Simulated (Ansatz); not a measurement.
Wanted: the native input for an Ansatz 0.2.0 run.

```
Task                : single point
Functional          : PBE
Potentials or basis : Ansatz PAW
Cutoff              : 800 eV
Density cutoff      : 3200 eV
k mesh              : 7 × 5 × 5
Occupations         : fermi-dirac, width 0.05 eV
Spin                : no spin polarisation
```

BaTiO3:

```
Ba Ti O
1.0
     0.00000   -2.83705   -2.84580
    -3.98410    2.83705   -2.84580
     3.98410    2.83705   -2.84580
Ba Ti O
2 2 6
Direct
  0.01483 0.52342 0.49595
  0.98517 0.97658 0.00405
  0.46949 0.00348 0.49813
  0.51471 0.48862 0.99397
  0.48613 0.25419 0.28052
  0.52967 0.75371 0.72738
  0.43502 0.81668 0.27996
  0.55996 0.18961 0.72633
  0.02114 0.00157 0.50510
  0.99144 0.49592 0.99239
```

The input as run:

input.yaml

```yaml
crystal:
  lattice:
    - [0.0, -2.83705, -2.8458]
    - [-3.9841, 2.83705, -2.8458]
    - [3.9841, 2.83705, -2.8458]
  atoms:
    - { symbol: Ba, position: [0.01482756, 0.52342182, 0.49594891] }
    - { symbol: Ba, position: [0.98517244, 0.97657818, 0.00405109] }
    - { symbol: Ti, position: [0.46948775, 0.00347915, 0.49812544] }
    - { symbol: Ti, position: [0.51471225, 0.48862085, 0.99397456] }
    - { symbol: O, position: [0.48612904, 0.25418846, 0.28051967] }
    - { symbol: O, position: [0.52967096, 0.75371154, 0.72738033] }
    - { symbol: O, position: [0.43502196, 0.81668038, 0.27996181] }
    - { symbol: O, position: [0.55995804, 0.18960962, 0.72632819] }
    - { symbol: O, position: [0.02114428, 0.00157456, 0.50510004] }
    - { symbol: O, position: [0.99143572, 0.49591544, 0.99238996] }
hamiltonian:
  xc: pbe
  pseudopotentials: { kind: paw }
kpoints:
  mp_grid: { grid: [7, 5, 5] }
scf:
  occupations: { method: fermi_dirac, width: 0.05 }
basis:
  ecutwfc: "800 eV"
output:
  forces: true
  stress: true
  eigenvalues: true
  write_density: true
  write_potential: true
  elf: true
  volumetric_format: npy
```

Potentials or basis: Ansatz PAW.

Launch:

```sh
$ ansatz run input.yaml --threads 4 --pin off --max-ram 11264MiB --backend cpu --events-out ev --progress --plain --runs-dir out
```

Results of the run:

```
Pressure               : 17.5 GPa
Largest force          : 11.621 eV/Å
Band gap on the k mesh : 0.59 eV, indirect (least direct gap 0.73 eV)
```

Caveat: odd divisions of the mesh miss points on the zone boundary, where band edges often lie, so the gap on the mesh can be too wide; so large a pressure means that the cell lies far from this level's equilibrium, or that cutoff or potentials fall short; spin-orbit coupling is left out, which moves the levels of the heavy elements; forces of over 1 eV/Å show positions far from the minimum, so gaps and moduli don't describe the material at rest.

Wall time 50 s on 4 threads of Arm Neoverse V2, with other jobs on the host, peak memory 1.4 GiB.
